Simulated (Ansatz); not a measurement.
# B on Pd(110), ontop start, 2x2 cell: work function, bands and core levels, part 2 of 4

Wanted: core-level shifts and unfolded surface bands for B on Pd(110), ontop start, 2x2 cell. Spin–orbit coupling is left out of the bands throughout.

Ansatz 0.2.0; DFT, PBE, plane-wave PAW, scalar-relativistic; PAW set soft_1.

So far, work function, upper face (eV): step 2 (the clean face) 4.77; step 3 (relaxing the atoms) 5.37.

## Step 4: Layer-resolved bands, DOS and potential

This is the main run. States are solved along the surface zone's path and weighed by where they lie along the normal, since photoemission sees the top layers. The cell holds 4 small cells, so the bands are unfolded.

The input, input.yaml:

```yaml
crystal:
  lattice:
    - [7.88, 0.0, 0.0]
    - [0.0, 5.5720014357, 0.0]
    - [0.0, 0.0, 22.5220014357]
  atoms:
    - { symbol: B, position: [0.0006495969, 0.0, 0.6635414487] }
    - { symbol: B, position: [0.499203142, 0.5, 0.6613658682] }
    - { symbol: B, position: [0.000736064, 0.5, 0.6636117708] }
    - { symbol: Pd, position: [4.74542e-05, 0.0, 0.5832747474] }
    - { symbol: Pd, position: [0.4999944111, 0.0, 0.5778893614] }
    - { symbol: Pd, position: [6.49638e-05, 0.5, 0.583344684] }
    - { symbol: Pd, position: [0.4999805228, 0.5, 0.5821735762] }
    - { symbol: Pd, position: [0.2487937389, 0.2498696493, 0.5209652346] }
    - { symbol: Pd, position: [0.7512316742, 0.2498748682, 0.5209870617] }
    - { symbol: Pd, position: [0.2487937389, 0.7501303507, 0.5209652346] }
    - { symbol: Pd, position: [0.7512316742, 0.7501251318, 0.5209870617] }
    - { symbol: Pd, position: [0.0, 0.0, 0.456708998] }
    - { symbol: Pd, position: [0.5, 0.0, 0.456708998] }
    - { symbol: Pd, position: [0.0, 0.5, 0.456708998] }
    - { symbol: Pd, position: [0.5, 0.5, 0.456708998] }
    - { symbol: Pd, position: [0.25, 0.25, 0.394858351] }
    - { symbol: Pd, position: [0.75, 0.25, 0.394858351] }
    - { symbol: Pd, position: [0.25, 0.75, 0.394858351] }
    - { symbol: Pd, position: [0.75, 0.75, 0.394858351] }
    - { symbol: Pd, position: [0.0, 0.0, 0.333007705] }
    - { symbol: Pd, position: [0.5, 0.0, 0.333007705] }
    - { symbol: Pd, position: [0.0, 0.5, 0.333007705] }
    - { symbol: Pd, position: [0.5, 0.5, 0.333007705] }
kpoints:
  mp_grid: { grid: [6, 8, 1] }
scf:
  occupations: { method: fermi_dirac, width: 0.05 }
  n_extra_bands: 25
hamiltonian:
  xc: pbe
  pseudopotentials: { kind: paw, azcp: { folder: soft_1 } }
output:
  forces: true
  write_potential: true
  volumetric_format: []
  dos:
    projected:
      site_lists:
        adsorbate: [0, 1, 2]
        layer_1: [3, 4, 5, 6]
        layer_2: [7, 8, 9, 10]
        layer_3: [11, 12, 13, 14]
        other_layers: [15, 16, 17, 18, 19, 20, 21, 22]
    de: 0.05
    e_range: [-30, 12]
    method: { smearing: { sigma: 0.15, scheme: gaussian } }
  eigenstates:
    kpoints:
      - [0.0, 0.0, 0.0]
      - [-0.125, 0.0, 0.0]
      - [-0.25, 0.0, 0.0]
      - [-0.375, 0.0, 0.0]
      - [0.5, 0.0, 0.0]
      - [0.375, 0.0, 0.0]
      # [... 9 more points ...]
      - [0.0, -0.2, 0.0]
      - [0.0, -0.1, 0.0]
    e_range: [-8.0, 4.0]
    unfold:
      supercell_matrix: [[2, 0, 0], [0, 2, 0], [0, 0, 1]]
      layers:
        axis: 3
        edges: [0.155404, 0.441245, 0.441345, 0.560648, 0.560748, 0.841214]
efield:
  axis: 3
  dipole_correction: true
```

Command:

```console
$ ansatz run input.yaml --threads 8 --pin off --max-ram 40960MiB --backend cuda --events-out ev --progress --plain --runs-dir out
```

Numbers of over 12 decimals in the logs are rounded to 6 here.

Log:

```text
[...]
Crystal: 23 atoms, lattice volume = 988.882 Å³
Basis set: ecut = 420 eV, 19323 PW (Γ), exchange–correlation on 108×80×320 points (8 copies of the dense FFT grid, shifted against one another)
Bands: 210, of which v1, the nominal top of the filled ones, is band 185 counted from 1 (184 counted from 0)
Symmetry: 2 space group operations
[...]
k-points: 20 of 48 (time reversal used)
[...]
SCF iter   1: F=—  HF=-139941.074038 eV  |F-HF|=—  |Δ(HF+E_count)|=         —  Δρ=1.17e-1  dr2=3.27e2  ethr=3.10e-3  p=0.000 e·Å  D=6.15e-8 V/Å  ΔV_dip=-0.00 eV  dr2_dipole=3.69e1  V_vac-E_F(+/−)=2.82/2.82 eV  ⟨swp⟩=6.5  Hψ=15197  notcnv=0  defer=18
[...]
SCF iter   6: F=—  HF=-139910.909058 eV  |F-HF|=—  |Δ(HF+E_count)|=   1.57e-3  Δρ=1.96e-3  dr2=1.28e-1  ethr=7.46e-5  p=-0.143 e·Å  D=-2.62e-2 V/Å  ΔV_dip=0.59 eV  dr2_dipole=1.68e-3  V_vac-E_F(+/−)=5.34/4.75 eV  ⟨swp⟩=2.0  Hψ=6370  notcnv=0  defer=214
[...]
SCF 1 converged in 16 iterations: F = -139910.904090 eV  dr2 = 8.99e-8
[...]
SCF converged after 16 iterations
[...]
```

It took 6.8 s on 1 × NVIDIA GB200 with 8 threads of Arm Neoverse V2, shared host; peak memory 3.9 GiB; 27 s of CPU time.

The column dr2 measures how far the density is from self-consistency, as an energy; F and HF (Harris–Foulkes) agree once it is small.

This step gave:

- free energy: -139910.9041 eV
- energy at zero smearing: -139910.7328 eV
- smearing term TS: 0.3426 eV
- Fermi energy: 2.643 eV
- share of occupied states in no projected shell: 0.0553 of the occupied states in the window
- DOS at the Fermi level: 40.10 states/eV/cell
- work function, upper face: 5.368 eV
- work function, lower face: 4.773 eV

A(k,E), total over k along the path and E. Zero: Fermi level.

Ten even steps from '_' (0.08 eV⁻¹) to '@' (7.73 eV⁻¹), each cell a mean:
```
::::..__________________..::..____..----::..::::::::::::::__..::..__..::::
........::................__........--------::....____..::--::..::::......
......::..::::........________....::........................::::....--....
::..::__....________________......::......__............::......--::..::::
..........______________......__::..____________________..::--....::--....
----::--::::::::::::::::::....::==::--::::::::::::::::::..__..----..::==--
%%%%##**++++++++++++++======++%%**####%%%%******########==::....::====++%%
**######**####********######@@%%@@@@@@%%######**++====++####**++++++%%%%**
########%%%%######%%%%%%####%%##++++==++****++++**********##**++++########
****####**++**************##**======----==++****========++**####%%##******
%%%%%%%%@@@@%%############**++==--------==++****##******++**%%@@@@%%##%%%%
%%%%%%%%%%%%%%%%%%##****++======++++**++======++++**++**####%%@@@@@@@@%%%%
++++++======++++++**####**********++++++++======++****####%%@@%%%%##**++++
======--------========**####**++++============++**##%%%%##****####**++====
------====++++====++++********++++++==++++**####++==----==++**++==++==----
++++====++++++========--::--==++++++**++++++============--::......--==++++
::::--::............____........::::::::::......____________________..::::
________......______....__________________________________________________
____________........____________________________________..________________
__________________________....______________________________......________
____________________......________________________________________________
__________________________________________________________________________
```
Columns: k along the path (Å⁻¹) from 0 to 3.85 (not evenly spaced); rows upwards: E (eV) from -7.7 to 3.18.

A(k,E), top over k along the path and E. Zero: Fermi level.

Values in eV⁻¹, 12 rows by 16 columns, each cell a mean:
```
0.57 0.38 0.31 0.48 0.57 0.65 0.70 0.51 0.53 0.50 0.47 0.50 0.78 0.64 0.45 0.60
0.53 0.45 0.55 0.39 0.29 0.20 0.51 0.49 0.38 0.42 0.51 0.54 0.55 0.62 0.56 0.61
0.38 0.46 0.24 0.14 0.19 0.35 0.32 0.40 0.29 0.35 0.33 0.32 0.53 0.54 0.50 0.35
0.71 0.64 0.56 0.60 0.52 0.40 0.51 0.69 0.81 0.73 0.78 0.76 0.38 0.32 0.53 0.69
0.97 0.88 0.91 0.88 0.91 0.86 0.91 0.92 0.93 0.89 0.94 1.00 0.93 0.62 0.75 0.96
1.24 1.19 1.09 1.03 1.00 0.99 0.85 0.70 0.67 0.82 0.75 0.69 0.97 1.20 1.16 1.23
1.17 1.17 1.13 1.07 1.10 1.13 1.02 0.87 0.82 0.73 0.65 0.60 0.80 1.33 1.34 1.20
0.72 0.77 0.88 1.07 1.19 1.37 1.24 1.07 1.07 1.11 1.17 1.24 1.26 1.24 1.13 0.76
0.86 0.87 0.88 0.82 0.72 0.54 0.61 0.68 0.67 0.70 0.74 0.74 0.61 0.41 0.55 0.82
0.14 0.17 0.19 0.18 0.17 0.13 0.15 0.39 0.48 0.41 0.37 0.35 0.19 0.09 0.09 0.13
0.39 0.32 0.22 0.20 0.19 0.40 0.54 0.38 0.31 0.30 0.29 0.30 0.46 0.54 0.43 0.40
0.32 0.38 0.47 0.51 0.50 0.28 0.08 0.05 0.05 0.05 0.05 0.05 0.05 0.09 0.25 0.30
```
Columns: k along the path (Å⁻¹) from 0 to 3.85 (not evenly spaced); rows upwards: E (eV) from -7.7 to 3.18.

A(k,E), middle over k along the path and E. Zero: Fermi level.

Values in eV⁻¹, 12 rows by 16 columns, each cell a mean:
```
0.23 0.24 0.20 0.16 0.18 0.22 0.14 0.42 0.95 0.64 0.43 0.35 0.34 0.37 0.34 0.24
0.31 0.31 0.30 0.23 0.18 0.09 0.19 0.44 0.42 0.41 0.41 0.40 0.36 0.42 0.45 0.38
0.45 0.41 0.23 0.19 0.19 0.30 0.33 0.58 0.34 0.34 0.30 0.29 0.45 0.58 0.57 0.51
1.92 1.47 1.28 1.36 1.23 1.13 1.78 1.99 1.92 1.51 1.60 1.75 1.08 0.59 0.95 1.71
2.05 2.14 2.18 2.02 2.28 2.42 2.36 1.82 1.76 1.74 1.48 1.42 1.87 1.57 1.88 2.12
1.95 2.18 2.04 1.95 1.85 1.95 1.39 0.95 1.06 1.80 1.86 1.58 1.68 2.43 2.16 1.90
2.38 2.16 2.19 2.20 1.94 1.34 1.31 1.67 1.56 1.17 1.45 1.79 2.08 2.51 2.60 2.47
1.06 1.00 1.02 1.15 1.54 2.12 1.69 1.07 1.08 1.38 1.77 1.90 2.00 2.29 1.76 1.14
1.48 1.39 1.38 1.36 1.21 1.16 1.70 1.93 1.93 1.80 1.37 1.18 1.00 0.58 1.06 1.45
0.28 0.49 0.51 0.38 0.45 0.40 0.20 0.34 0.36 0.25 0.20 0.19 0.13 0.09 0.12 0.23
0.11 0.12 0.17 0.28 0.19 0.13 0.13 0.11 0.10 0.10 0.11 0.11 0.13 0.12 0.11 0.11
0.06 0.08 0.12 0.15 0.14 0.08 0.04 0.03 0.03 0.03 0.03 0.03 0.03 0.04 0.05 0.06
```
Columns: k along the path (Å⁻¹) from 0 to 3.85 (not evenly spaced); rows upwards: E (eV) from -7.7 to 3.18.

A(k,E), bottom over k along the path and E. Zero: Fermi level.

Ten even steps from '_' (0.02 eV⁻¹) to '@' (3.76 eV⁻¹), each cell a mean:
```
--::..____________________....______==--::................____....__..----
__......::................________..----::::......______..::..__..::______
____..::..............____________..______________......____....__..::____
::....________________________..__::____________________....__..::..__::::
..........________________....__::______________________....::..__::--....
--::::--::::::::::::::::::....::--::::..........::::::..____..::::....==--
@@@@%%****************++==++**%%######%%%%******##%%##%%++::....::==++##@@
****##****########**##%%%%%%@@@@@@@@@@%%%%%%%%##++------##%%**++++**%%##**
##**####%%########%%%%####**%%**++====++++++++++++********####++++##****##
++++******++++++++++++++**%%**====------==++++++====----====##@@@@##****++
######%%%%%%%%######********====--::::--====++********++++**##%%%%########
**********##**####****++++--====++++++++==--====++******##%%%%%%%%%%####**
==----------====++++####********++++==++++++====++########%%%%##**++======
--------::::----------==++++====------------====++++++++++====++++======--
------======--------------====++++++++++++++++++==::::::::--------==------
====------------------::..::------========----::::::::::::..______..::--==
......::..____....______....______......______________________________....
________......______....__________________________________________________
____________........______________________________________________________
__________________________________________________________________________
__________________________________________________________________________
__________________________________________________________________________
```
Columns: k along the path (Å⁻¹) from 0 to 3.85 (not evenly spaced); rows upwards: E (eV) from -7.7 to 3.18.

Peaks of A(k,E) at the labelled points: for each region the eleven nearest the zero at most, each over 6 % of that point's highest, less those above the energy where the solved bands run out; weight and spread sum the levels within three half widths or 0.3 eV, so near peaks share levels. Peaks of the spectral function, the first 40 of 166 rows:

| point | weight on | E (eV) | A (1/eV) | weight near the peak | rms spread of levels (eV) |
| --- | --- | --- | --- | --- | --- |
| X | total | -2.62 | 7.397 | 5.95 | 0.245 |
| X | total | -2.26 | 7.019 | 7.126 | 0.277 |
| X | total | -1.94 | 6.525 | 5.844 | 0.235 |
| X | total | -1.18 | 6.406 | 4.557 | 0.203 |
| X | total | -0.96 | 5.791 | 5.212 | 0.222 |
| X | total | -0.28 | 6.723 | 5.658 | 0.244 |
| X | total | 0.08 | 6.896 | 6.295 | 0.217 |
| X | total | 1.28 | 2.587 | 1.035 | 0.055 |
| X | total | 1.74 | 1.813 | 0.667 | 0.061 |
| X | total | 2.26 | 0.938 | 0.602 | 0.194 |
| X | total | 2.96 | 2.949 | 1.873 | 0.161 |
| X | top | -2.64 | 1.622 | 1.239 | 0.215 |
| X | top | -2.3 | 1.341 | 1.422 | 0.293 |
| X | top | -1.7 | 1.603 | 1.124 | 0.22 |
| X | top | -1.24 | 1.091 | 1.204 | 0.324 |
| X | top | -0.92 | 1.045 | 0.938 | 0.237 |
| X | top | -0.26 | 0.838 | 0.716 | 0.288 |
| X | top | 0.26 | 1.016 | 0.633 | 0.188 |
| X | top | 1.3 | 0.455 | 0.591 | 0.188 |
| X | top | 1.74 | 1.033 | 0.471 | 0.066 |
| X | top | 2.26 | 0.492 | 0.418 | 0.19 |
| X | top | 2.64 | 0.765 | 0.448 | 0.209 |
| X | middle | -2.64 | 3.105 | 2.675 | 0.256 |
| X | middle | -2.28 | 2.661 | 2.634 | 0.277 |
| X | middle | -1.96 | 2.211 | 1.973 | 0.234 |
| X | middle | -1.2 | 2.224 | 1.571 | 0.203 |
| X | middle | -0.92 | 2.032 | 1.862 | 0.233 |
| X | middle | -0.84 | 2.03 | 1.889 | 0.258 |
| X | middle | -0.3 | 2.918 | 2.231 | 0.228 |
| X | middle | 1.28 | 0.681 | 0.259 | 0.034 |
| X | middle | 1.74 | 0.452 | 0.156 | 0.043 |
| X | middle | 2.24 | 0.212 | 0.129 | 0.201 |
| X | middle | 2.64 | 0.266 | 0.176 | 0.257 |
| X | bottom | -4.4 | 2.045 | 1.103 | 0.115 |
| X | bottom | -3.78 | 2.071 | 0.963 | 0.112 |
| X | bottom | -3.26 | 1.563 | 1.078 | 0.241 |
| X | bottom | -2.58 | 2.789 | 2.376 | 0.221 |
| X | bottom | -2.2 | 3.131 | 2.911 | 0.254 |
| X | bottom | -1.96 | 2.938 | 2.568 | 0.222 |
| X | bottom | -1.16 | 3.12 | 2.262 | 0.189 |

The DOS has structure finer than the step of the table below, so its rows give means over 0.5 eV, whole bins alone (the curve runs from -9.18 to 4.12 eV). Peaks (eV: height): total -6.58: 8.76, -2.17: 55.0, -0.47: 51.2; Pd 4d -2.17: 50.9, -0.47: 47.3; Pd 5p* -4.38: 3.34, 2.62: 6.52; B 2p -0.68: 1.39, 0.62: 2.41, 1.82: 3.51, 2.52: 4.52; B 2s -7.17: 2.19, -6.58: 3.95, -2.27: 1.04.

* holds the states left over by the projection beside any projected weight of its own. The DOS by E, zero at the Fermi level; means over each step; values in states/eV/cell:

```
E (eV)  total  Pd 4d  Pd 5p*    B 2p    B 2s    Pd 5s
  -8.0      0      0       0       0  7.4e-6        0
  -7.5  0.612  0.138  0.0429  0.0501   0.370   0.0111
  -7.0   3.17  0.868   0.179   0.330    1.74   0.0560
  -6.5   5.60   2.26   0.242   0.531    2.48   0.0948
  -6.0   3.06   1.38   0.570   0.231   0.839   0.0409
  -5.5   2.23  0.443    1.64  0.0281   0.120  0.00480
  -5.0   5.85   3.81    1.82   0.143  0.0477   0.0300
  -4.5   26.0   22.4    2.81   0.345   0.251    0.173
  -4.0   38.9   35.6    2.00   0.643   0.492    0.176
  -3.5   38.7   35.6    1.68   0.782   0.489   0.0979
  -3.0   42.3   39.5    1.65   0.571   0.615   0.0529
  -2.5   44.8   41.6    1.70   0.720   0.749   0.0271
  -2.0   50.1   46.2    2.19   0.852   0.800   0.0258
  -1.5   40.8   37.3    1.88   0.972   0.591   0.0208
  -1.0   43.6   39.7    1.98    1.28   0.622   0.0271
  -0.5   49.6   45.7    2.25    1.13   0.482   0.0260
   0.0   35.9   32.4    2.43   0.821   0.155   0.0219
   0.5   9.49   3.97    3.50    1.88   0.104   0.0309
   1.0   6.99   1.74    3.35    1.82  0.0546   0.0251
   1.5   8.12   1.54    3.83    2.65  0.0704   0.0296
   2.0   9.27   1.36    4.40    3.41  0.0653   0.0380
   2.5   11.9   1.42    6.02    4.22   0.167   0.0495
   3.0   9.68  0.883    5.53    3.19  0.0543   0.0280
   3.5   9.33  0.701    5.76    2.73   0.121   0.0246
```

This run's widths, added to any smearing of the DOS itself: Gaussian 0.1 eV, Lorentzian 0.1 eV plus 0.08 an eV of depth. The intensity by binding energy, zero at the Fermi level; values in % of the maximum within 13 eV:

| binding energy (eV) | 21.2 eV | 100 eV | 1486.7 eV | 5414.7 eV | 8047.8 eV |
| --- | --- | --- | --- | --- | --- |
| -1.0 | 2.30 | 2.26 | 2.28 | 2.29 | 2.30 |
| -0.5 | 4.40 | 4.16 | 4.42 | 4.45 | 4.46 |
| 0.0 | 45.3 | 38.5 | 47.5 | 48.2 | 48.3 |
| 0.5 | 96.8 | 87.7 | 97.9 | 98.9 | 99.1 |
| 1.0 | 88.6 | 84.3 | 86.8 | 87.2 | 87.3 |
| 1.5 | 83.7 | 80.9 | 82.9 | 83.2 | 83.3 |
| 2.0 | 97.4 | 96.2 | 97.3 | 97.4 | 97.4 |
| 2.5 | 90.1 | 90.6 | 89.6 | 89.2 | 89.1 |
| 3.0 | 84.3 | 84.4 | 84.0 | 83.5 | 83.5 |
| 3.5 | 79.0 | 79.5 | 76.7 | 75.8 | 75.8 |
| 4.0 | 72.2 | 72.7 | 70.5 | 69.8 | 70.0 |
| 4.5 | 48.1 | 49.4 | 46.5 | 46.1 | 46.4 |
| 5.0 | 18.5 | 20.9 | 16.9 | 16.9 | 17.2 |
| 5.5 | 9.16 | 15.0 | 7.28 | 7.46 | 7.73 |
| 6.0 | 10.6 | 25.7 | 6.26 | 6.30 | 6.56 |
| 6.5 | 13.5 | 40.7 | 6.25 | 6.26 | 6.58 |
| 7.0 | 9.80 | 32.0 | 4.08 | 4.14 | 4.40 |
| 7.5 | 4.64 | 14.7 | 2.13 | 2.16 | 2.28 |
| 8.0 | 2.09 | 5.46 | 1.22 | 1.22 | 1.27 |
| 8.5 | 1.29 | 2.92 | 0.864 | 0.867 | 0.888 |
| 9.0 | 0.929 | 1.89 | 0.671 | 0.671 | 0.685 |

Maxima picked by a test of local sharpness, so broad peaks and shoulders can be missing; peaks within 0.45 eV of a curve's cut are left out. Valence peaks, by row:

| photon energy (eV) | binding energy (eV) | height (% of the maximum within 13 eV) | main shell | its share (%) |
| --- | --- | --- | --- | --- |
| 21.2 | 6.55 | 13.63 | Pd 4d | 43.07 |
| 21.2 | 2.15 | 100 | Pd 4d | 92.22 |
| 21.2 | 0.55 | 97.07 | Pd 4d | 90.82 |
| 100 | 6.6 | 41.65 | B 2s | 82.07 |
| 100 | 2.2 | 100 | Pd 4d | 79.28 |
| 100 | 1.25 | 85.6 | Pd 4d | 78.52 |
| 100 | 0.6 | 88.38 | Pd 4d | 82.16 |
| 1487 | 2.15 | 100 | Pd 4d | 99.5 |
| 1487 | 1.25 | 86.65 | Pd 4d | 99.49 |
| 1487 | 0.45 | 98.21 | Pd 4d | 99.6 |
| 5415 | 2.15 | 100 | Pd 4d | 98.82 |
| 5415 | 1.25 | 87.01 | Pd 4d | 98.77 |
| 5415 | 0.45 | 99.26 | Pd 4d | 98.94 |
| 8048 | 2.15 | 100 | Pd 4d | 98.27 |
| 8048 | 1.25 | 87.1 | Pd 4d | 98.19 |
| 8048 | 0.45 | 99.44 | Pd 4d | 98.42 |

(Continued in part 3 of 4.)

[Logs are printed without paths, hosts, clocks, repeated set-up lines and the standing remarks that a program may print on its own settings, such as how far it seeks lower states.]

[Hosts, paths, dates, database ids (printed as entryN), source tags and the programs' standing remarks are cut or masked in the printed files.]

[Maps of the electrostatic potential energy from Ansatz leave out the sawtooth potential of an applied field or a dipole correction, so their vacuum need not be flat; work functions include it.]
